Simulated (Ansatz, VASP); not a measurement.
## One calculation of SnSe, two programs

Contents of INCAR:

```
SYSTEM = SnSe
PREC = Accurate
ENCUT = 520
EDIFF = 1E-6
ISMEAR = 0
SIGMA = 0.05
LREAL = .FALSE.
LASPH = .TRUE.
NELM = 80
ALGO = Normal
ISIF = 2
LWAVE = .FALSE.
LCHARG = .FALSE.
GGA = PE
NBANDS = 17
```

Contents of KPOINTS:

```
regular mesh
0
G
  10 10 10
  0 0 0
```

File POSCAR:

```
SnSe
1.0
    0.0000000000      2.9727964000      2.9727964000
    2.9727964000      0.0000000000      2.9727964000
    2.9727964000      2.9727964000      0.0000000000
Sn Se
1 1
Direct
    0.0000000000      0.0000000000      0.0000000000
    0.5000000000      0.5000000000      0.5000000000
```

Input for Ansatz:

```yaml
crystal:
  lattice:
    - [0.0, 2.9727964, 2.9727964]
    - [2.9727964, 0.0, 2.9727964]
    - [2.9727964, 2.9727964, 0.0]
  atoms:
    - { symbol: Sn, position: [0.0, 0.0, 0.0] }
    - { symbol: Se, position: [0.5, 0.5, 0.5] }
basis:
  ecutwfc: 420
kpoints:
  mp_grid: { grid: [10, 10, 10] }
hamiltonian:
  xc: pbe
scf:
  occupations: { method: gaussian, width: 0.05 }
output:
  forces: true
  stress: true
  eigenvalues: true
```

Alike in both runs: task single point; functional PBE; k mesh 10 × 10 × 10; occupations gaussian, width 0.05 eV; no spin polarisation.

|  | VASP | Ansatz |
| --- | --- | --- |
| version | VASP 6.6.1 | Ansatz 0.2.0 |
| potentials or method | VASP PAW PBE potentials, release 64 (Sn_d, Se) | scalar-relativistic, plane waves, PAW |
| plane-wave cutoff (eV) | 520 | 420 |
| valence electrons in the cell | 20 | 30 |

```tsv
	VASP	Ansatz	Ansatz less VASP
gap on the k mesh at the Fermi level (eV)	0.53	0.53	+0.001
least direct gap on the mesh (eV)	0.62	0.62	0.000
pressure (GPa)	3.2	3.2	+0.01
```

The two sets of potentials don't hold the same shells in valence.

Caveats: spin-orbit coupling is left out, which moves the levels of the heavy elements. A k mesh can miss the band edges.
